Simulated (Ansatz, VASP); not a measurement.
BP in VASP and in Ansatz

```
B P
1.0
     0.00000    2.33637    2.24054
     2.33637    0.00000    2.24054
     2.33637    2.33637    0.00000
B P
1 1
Direct
  0.00000 0.00000 0.00000
  0.25000 0.25000 0.25000
```

Change from the starting cell: epitaxial_xy strain +3.0%.

Alike in both runs: task single point; functional PBE; k mesh 10 × 10 × 10; occupations fermi-dirac, width 0.02 eV; no spin polarisation.

|  | VASP | Ansatz |
| --- | --- | --- |
| version | VASP 6.6.1 | Ansatz 0.2.0 |
| potentials or method | VASP PAW PBE potentials, release 64 (B, P) | plane waves, PAW |
| plane-wave cutoff (eV) | 520 | 420 |
| valence electrons in the cell | 8 | 8 |

```csv
,VASP,Ansatz,Ansatz less VASP
pressure (GPa),-6.1,-5.9,+0.20
largest component of the traceless stress (GPa),6.79,6.78,-0.010
```

With one functional, cell and mesh, what is left measures potentials, basis and numerics.

A k mesh can miss the band edges.
